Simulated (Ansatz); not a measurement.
**RbCl (Fm-3m): how far a G0W0 gap depends on its settings**

How well converged is a G0W0 gap of rocksalt RbCl?

Code: Ansatz 0.2.0. G0W0, plane waves. The values are computed, spin-unpolarised, and not measurements.

## (1) The cell

The cell was relaxed beforehand with r2SCAN.

The symmetry is Fm-3m (No. 225, cubic); conventional cell a = 6.612 Å, 36.13 Å³ an atom. Rb has 6 Cl at 3.31 Å; Cl has 6 Rb at 3.31 Å.

Structure file:

```cif
data_structure
_symmetry_space_group_name_H-M 'P 1'
_symmetry_Int_Tables_number 1
_cell_length_a 4.6751
_cell_length_b 4.6751
_cell_length_c 4.6751
_cell_angle_alpha 60.000
_cell_angle_beta 60.000
_cell_angle_gamma 60.000
_cell_volume 72.25
loop_
_atom_site_label
_atom_site_type_symbol
_atom_site_fract_x
_atom_site_fract_y
_atom_site_fract_z
_atom_site_occupancy
Rb1 Rb 0.00000 0.00000 0.00000 1
Cl1 Cl 0.50000 0.50000 0.50000 1
```

## (2) 164 empty bands, 100 eV

File input.yaml:

```yaml
crystal:
  lattice:
    - [0.0, 3.3058128222, 3.3058128222]
    - [3.3058128222, 0.0, 3.3058128222]
    - [3.3058128222, 3.3058128222, 0.0]
  atoms:
    - { symbol: Rb, position: [0.0, 0.0, 0.0] }
    - { symbol: Cl, position: [0.5, 0.5, 0.5] }
kpoints:
  mp_grid: { grid: [4, 4, 4] }
hamiltonian:
  xc: pbe
scf:
  occupations: { method: fixed }
gw:
  n_empty_bands: 164
  ecut_chi: 100
  qp_bands: [v2, c2]
  qp_kpoints: band_edges
  screening: { model: contour_deformation }
```

## (3) 396 empty bands, 180 eV

input.yaml: that of step 2 with these lines changed.

```diff
@@ -15,4 +15,4 @@
 gw:
-  n_empty_bands: 164
-  ecut_chi: 100
+  n_empty_bands: 396
+  ecut_chi: 180
   qp_bands: [v2, c2]
```

## (4) 768 empty bands, 260 eV

input.yaml: that of step 3 with these lines changed.

```diff
@@ -15,4 +15,4 @@
 gw:
-  n_empty_bands: 396
-  ecut_chi: 180
+  n_empty_bands: 768
+  ecut_chi: 260
   qp_bands: [v2, c2]
```

## (5) Starting from HSE06

input.yaml: that of step 4 with these lines changed.

```diff
@@ -11,3 +11,3 @@
 hamiltonian:
-  xc: pbe
+  xc: hse06
 scf:
@@ -15,4 +15,4 @@
 gw:
-  n_empty_bands: 768
-  ecut_chi: 260
+  n_empty_bands: 396
+  ecut_chi: 180
   qp_bands: [v2, c2]
```

## (6) Starting from r2SCAN

input.yaml: that of step 5 with these lines changed.

```diff
@@ -11,3 +11,3 @@
 hamiltonian:
-  xc: hse06
+  xc: r2scan
 scf:
```

## (7) Starting from PBE0

input.yaml: that of step 6 with these lines changed.

```diff
@@ -11,3 +11,3 @@
 hamiltonian:
-  xc: r2scan
+  xc: pbe0
 scf:
```

## (8) A plasmon pole in place of the full frequency dependence

input.yaml: that of step 7 with these lines changed.

```diff
@@ -11,3 +11,3 @@
 hamiltonian:
-  xc: pbe0
+  xc: pbe
 scf:
@@ -19,2 +19,2 @@
   qp_kpoints: band_edges
-  screening: { model: contour_deformation }
+  screening: { model: godby_needs }
```

## (9) A finer mesh, 6×6×6

input.yaml: that of step 8 with these lines changed.

```diff
@@ -9,3 +9,3 @@
 kpoints:
-  mp_grid: { grid: [4, 4, 4] }
+  mp_grid: { grid: [6, 6, 6] }
 hamiltonian:
@@ -15,6 +15,6 @@
 gw:
-  n_empty_bands: 396
-  ecut_chi: 180
+  n_empty_bands: 117
+  ecut_chi: 80
   qp_bands: [v2, c2]
   qp_kpoints: band_edges
-  screening: { model: godby_needs }
+  screening: { model: contour_deformation }
```

## (10) Norm-conserving pseudopotentials

input.yaml: that of step 9 with these lines changed.

```diff
@@ -9,5 +9,6 @@
 kpoints:
-  mp_grid: { grid: [6, 6, 6] }
+  mp_grid: { grid: [4, 4, 4] }
 hamiltonian:
   xc: pbe
+  pseudopotentials: { kind: nc }
 scf:
@@ -15,4 +16,4 @@
 gw:
-  n_empty_bands: 117
-  ecut_chi: 80
+  n_empty_bands: 396
+  ecut_chi: 180
   qp_bands: [v2, c2]
```

Before running it: what results should come out? Wanted: for each run, start; potentials; frequencies; empty bands; cutoff; Kohn-Sham gap; G0W0 gap.

**Answer**, as computed:

| start | potentials | frequencies | empty bands | cutoff (eV) | mesh | Kohn-Sham gap (eV) | G0W0 gap (eV) |
| --- | --- | --- | --- | --- | --- | --- | --- |
| PBE | PAW | full | 164 | 100 | 4×4×4 | 4.96 | 7.51 |
| PBE | PAW | full | 396 | 180 | 4×4×4 | 4.96 | 7.67 |
| PBE | PAW | full | 768 | 260 | 4×4×4 | 4.96 | 7.75 |
| HSE06 | PAW | full | 396 | 180 | 4×4×4 | 6.25 | 8.29 |
| r2SCAN | PAW | full | 396 | 180 | 4×4×4 | 5.56 | 8.02 |
| PBE0 | PAW | full | 396 | 180 | 4×4×4 | 6.99 | 8.50 |
| PBE | PAW | pole | 396 | 180 | 4×4×4 | 4.96 | 7.66 |
| PBE | PAW | full | 117 | 80 | 6×6×6 | 4.96 | 7.43 |
| PBE | NC | full | 396 | 180 | 4×4×4 | 4.96 | 7.69 |

Gaps are those on each run's own mesh.

What this shows: With bands and cutoff raised together, from 164 bands at 100 eV to 768 at 260 eV, the gap moves by +0.24 eV, and on the last rung by +0.07 eV; extrapolated in 1/N from the last two rungs, the limit on this k mesh would lie near 7.8 eV. The starting point matters: against PBE, HSE06 gives +0.61 eV, r2SCAN gives +0.35 eV, PBE0 gives +0.83 eV. The plasmon pole changes the gap by -0.013 eV. Norm-conserving potentials change it by +0.016 eV.
